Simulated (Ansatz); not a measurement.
One input, then a changed one: Mo (sc type)

First run: DFT, PBE, norm-conserving pseudopotentials, Ansatz's default files, scalar-relativistic (Ansatz 0.2.0).

Command: `ansatz run input.yaml --threads 1 --pin off --max-ram 2048MiB --backend cpu --events-out ev --progress --plain --runs-dir out` It took 2.5 s on 1 thread of Arm Neoverse V2, with other jobs on the host, peak memory 0.25 GiB.

```yaml
crystal:
  lattice:
    - [1.918331631, 0.0, 0.0]
    - [0.0, 1.918331631, 0.0]
    - [0.0, 0.0, 1.918331631]
  atoms:
    - { symbol: Mo, position: [0.0, 0.0, 0.0] }
kpoints:
  mp_grid: { grid: [16, 16, 16] }
scf:
  occupations: { method: fermi_dirac, width: 0.08 }
hamiltonian:
  xc: pbe
  pseudopotentials: { kind: nc }
output:
  forces: true
  stress: true
  eigenvalues: true
```

The cell comes from a relaxation on PAW files under the same functional, begun from a prototype that needn't be the stable phase.

This run: volume at 0.4 of the series' base cell.

It converges in 5 SCF iterations at a pressure of 1130 GPa, cutoff 1088 eV.

A second run of a changed input logged this at its end:

```
Error: inconsistent input (basis.ecutwfc, kpoints): the smallest per-k basis holds n_pw = 2 plane waves (k-point 8, counted from 0 among those solved) but the deck needs at least 8 band(s) per channel, and no run solves more bands than the smallest per-k basis has plane waves; raise basis.ecutwfc until the smallest per-k basis, which caps the automatic band count, holds at least 8 plane waves
```

Task: What was wrong with the input?

Result: The fault: a cutoff far too low, by this change (others could give a like log):
```diff
   occupations: { method: fermi_dirac, width: 0.08 }
+  max_iter: 60
 hamiltonian:
   eigenvalues: true
+basis:
+  ecutwfc: "50 eV"
```
